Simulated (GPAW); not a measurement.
GPAW run on GeO2 (P4_2/mnm, 6 atoms in the cell): self-consistent single point

Computed with PBE, GPAW PAW datasets PBE (gpaw-data 1.0.1) (plane waves; GPAW).

Input:

```python
from ase import Atoms
from ase.units import GPa
from gpaw import GPAW

atoms = Atoms(['Ge', 'Ge', 'O', 'O', 'O', 'O'],
              cell=[[4.330349, 0.000000, 0.000000],
                    [0.000000, 4.330349, 0.000000],
                    [0.000000, 0.000000, 2.823007]],
              scaled_positions=[[0.500000, 0.500000, 0.500000],
                                [0.000000, 0.000000, 0.000000],
                                [0.694230, 0.694230, 0.000000],
                                [0.305770, 0.305770, 0.000000],
                                [0.805770, 0.194230, 0.500000],
                                [0.194230, 0.805770, 0.500000]],
              pbc=True)

calc = GPAW(mode={'name': 'pw', 'ecut': 900},
            xc='PBE',
            kpts={'size': (4, 4, 6), 'gamma': True},
            occupations={'name': 'fermi-dirac', 'width': 0.05},
            nbands=-8,
            convergence={'density': 1e-05, 'bands': -6},
            symmetry={'symmorphic': False, 'tolerance': 0.0005},
            maxiter=120)

atoms.calc = calc

energy = atoms.get_potential_energy()
print('Energy (eV):', round(energy, 6))
forces = atoms.get_forces()
print('Forces (eV/Ang):')
print(forces.round(5))
stress = atoms.get_stress()
print('Stress (GPa, Voigt):', (stress / GPa).round(4))
```

Log, with long lists cut:

```
Input parameters:
  convergence: {bands: -6,
                density: 1e-05}
  kpts: {gamma: True,
         size: (4, 4, 6)}
  maxiter: 120
  mode: {ecut: 900,
         name: pw}
  nbands: -8
  occupations: {name: fermi-dirac,
                width: 0.05}
  symmetry: {symmorphic: False,
             tolerance: 0.0005}
  xc: PBE

species:
  Ge:
    name: Germanium
    Z: 32.0
    valence: 4
    core: 28
    charge: 0.0
    file: Ge.PBE.gz

    # Using partial waves for Ge as LCAO basis

  O:
    name: Oxygen
    Z: 8.0
    valence: 6
    core: 2
    charge: 0.0
    file: O.PBE.gz

    # Using partial waves for O as LCAO basis

Reference energy: -122358.684910  # eV

Spin-paired calculation

Convergence criteria:
 Maximum [total energy] change in last 3 cyles: 0.0005 eV / valence electron
 Maximum integral of absolute [dens]ity change: 1e-05 electrons / valence electron
 Maximum integral of absolute [eigenst]ate change: 4e-08 eV^2 / valence electron
 Maximum number of scf [iter]ations: 120

Symmetries present (total): 16
Symmetries with fractional translations: 8
96 k-points: 4 x 4 x 6 Monkhorst-Pack grid + [1/8,1/8,1/12]
24 k-points in the irreducible part of the Brillouin zone
       k-points in crystal coordinates                weights
   0:     0.00000000    0.00000000    0.00000000          1/96
   1:     0.00000000    0.00000000    0.16666667          2/96
   2:     0.00000000    0.00000000    0.33333333          2/96
   [... 7 lines left out ...]
          ...
  23:     0.50000000    0.50000000    0.50000000          1/96

Wave functions: Plane wave expansion
  Cutoff energy: 900.000 eV
  Number of coefficients (min, max): 3222, 3297
  Pulay-stress correction: 0.000000 eV/Ang^3 (de/decut=0.000000)

Occupation numbers: Fermi-Dirac:
  width: 0.0500  # eV

Eigensolver

Densities:
  Coarse grid: 30*30*20 grid
  Fine grid: 60*60*40 grid
  Total Charge: 0.000000

Density mixing:
  Method: separate
  Backend: pulay
  Linear mixing parameter: 0.05
  old densities: 5
  Damping of long wavelength oscillations: 50

Hamiltonian:
  XC and Coulomb potentials evaluated on a 60*60*40 grid
  External potential:
    NoExternalPotential

XC parameters: PBE with 2 nearest neighbor stencil

Number of atoms: 6
Number of atomic orbitals: 24
Number of bands in calculation: 24
Number of valence electrons: 32
Bands to converge: 18

Density initialized from atomic densities
  24 bands from LCAO basis set

Atomic positions and initial magnetic moments

Positions:
   0 Ge     2.165175    2.165175    1.411504    ( 0.0000,  0.0000,  0.0000)
   1 Ge     0.000000    0.000000    0.000000    ( 0.0000,  0.0000,  0.0000)
   2 O      3.006258    3.006258    0.000000    ( 0.0000,  0.0000,  0.0000)
   3 O      1.324091    1.324091    0.000000    ( 0.0000,  0.0000,  0.0000)
   4 O      3.489265    0.841084    1.411504    ( 0.0000,  0.0000,  0.0000)
   5 O      0.841084    3.489265    1.411504    ( 0.0000,  0.0000,  0.0000)

Unit cell:
           periodic     x           y           z      points  spacing
  1. axis:    yes    4.330349    0.000000    0.000000    30     0.1443
  2. axis:    yes    0.000000    4.330349    0.000000    30     0.1443
  3. axis:    yes    0.000000    0.000000    2.823007    20     0.1412

  Lengths:   4.330349   4.330349   2.823007
  Angles:   90.000000  90.000000  90.000000

Effective grid spacing dv^(1/3) = 0.1433

     iter     time        total  log10-change:
                         energy   eigst   dens
iter:   1 --:--:--   -44.430215   +0.20
iter:   2 --:--:--   -43.100688   -0.95  -0.74
iter:   3 --:--:--   -39.105876   -0.47  -0.80
iter:   4 --:--:--   -39.230047   -0.99  -1.18
iter:   5 --:--:--   -39.057980   -1.40  -1.36
iter:   6 --:--:--   -39.044595   -2.47  -1.94
iter:   7 --:--:--   -39.047696c  -3.60  -2.24
iter:   8 --:--:--   -39.037636c  -3.15  -2.16
iter:   9 --:--:--   -39.037602c  -4.55  -3.10
iter:  10 --:--:--   -39.037600c  -5.66  -3.25
iter:  11 --:--:--   -39.037584c  -5.53  -3.36
iter:  12 --:--:--   -39.037584c  -6.64  -4.12
iter:  13 --:--:--   -39.037584c  -8.19c -4.41
iter:  14 --:--:--   -39.037584c  -7.92c -4.43
iter:  15 --:--:--   -39.037584c  -7.78c -4.43
iter:  16 --:--:--   -39.037584c  -9.38c -5.35c

Converged after 16 iterations.

Dipole moment: (-0.000000, -0.000000, -0.000000) |e|*Ang

Energy contributions relative to reference atoms: (reference = -122358.684910)

Kinetic:        +88.572725
Potential:      -75.172584
External:        +0.000000
XC:             -53.494995
Entropy (-ST):   -0.000000
Local:           +1.057270
SIC:             +0.000000
--------------------------
Free energy:    -39.037584
Extrapolated:   -39.037584

Showing only first 2 kpts
 Kpt  Band  Eigenvalues  Occupancy
  0    14      7.31243    2.00000
  0    15      8.15324    2.00000
  0    16     10.69921    0.00000
  0    17     14.40045    0.00000

  1    14      7.19889    2.00000
  1    15      7.83947    2.00000
  1    16     12.13729    0.00000
  1    17     15.47173    0.00000

Fermi level: 9.52641

Gap: 2.546 eV
Transition (v -> c):
  (s=0, k=0, n=15, [0.00, 0.00, 0.00]) -> (s=0, k=0, n=16, [0.00, 0.00, 0.00])
No difference between direct/indirect transitions
Energy (eV): -39.037584

Forces in eV/Ang:
  0 Ge    0.00000    0.00000    0.00000
  1 Ge    0.00000    0.00000    0.00000
  2 O     0.31020    0.31020    0.00000
  3 O    -0.31020   -0.31020    0.00000
  4 O    -0.31020    0.31020    0.00000
  5 O     0.31020   -0.31020    0.00000

Stress tensor:
    -0.174374    -0.000000     0.000000
    -0.000000    -0.174374     0.000000
     0.000000     0.000000    -0.218905
Stress (GPa, Voigt): [-27.9378 -27.9378 -35.0724   0.       0.      -0.    ]
```

The run converged in 16 iterations. GPAW prints stress with tension positive.

At such cutoffs GPAW's stress carries a finite-basis (Pulay) error, which enters relaxed cells too; its log prints stress with tension positive.

The starting cell comes from a database of computed structures (which also holds hypothetical and non-ambient phases and stackings), without a prior relaxation at this level. Its lattice was rescaled by a random factor within 2.5 % of one.

Cost on one core of a shared machine: roughly 60 s.
